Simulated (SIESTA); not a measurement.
The system is Ti.

```
Ti
1.0
     0.00000    2.03000    2.03000
     2.03000    0.00000    2.03000
     2.03000    2.03000    0.00000
Ti
1
Direct
  0.00000 0.00000 0.00000
```

This isn't the form of Ti at room conditions, which is hcp.

```yaml
Program: SIESTA 5.4.2
Task: single point
Functional: PBE
Potentials_or_basis: PseudoDojo 0.4 standard (PBE files)
Basis: DZP (energy shift 0.002 Ry)
Grid_cutoff: 800 Ry
Energy_shift: 0.002 Ry
k_mesh: 11 × 11 × 11
Occupations: fermi-dirac, width 0.05 eV
Spin: no spin polarisation
```

On this cell: pressure 4.5 GPa; band gap on the k mesh none (metal or under the smearing width).

The same run follows on a disturbed copy (cell strained at random at fixed volume):

```
Ti
1.0
     0.02177    1.99869    2.03132
     2.00646    0.00299    2.05009
     2.03951    2.05051   -0.03005
Ti
1
Direct
  0.98433 0.00381 0.00663
```

Q: What changes?

A: The energy (extrapolated to zero smearing) moves by +6.3 meV/atom; pressure 4.6 GPa; band gap on the k mesh none (metal or under the smearing width).

Stress tensor (GPa, compression positive):
```
 5.12 -1.99  0.23
-1.99  4.89  1.63
 0.23  1.63  3.73
```

Caveats: semicore shells carry a single zeta, which can move pressures by several GPa and volumes by a few percent; the basis of atomic orbitals isn't converged, which shifts pressures, moduli and gaps.
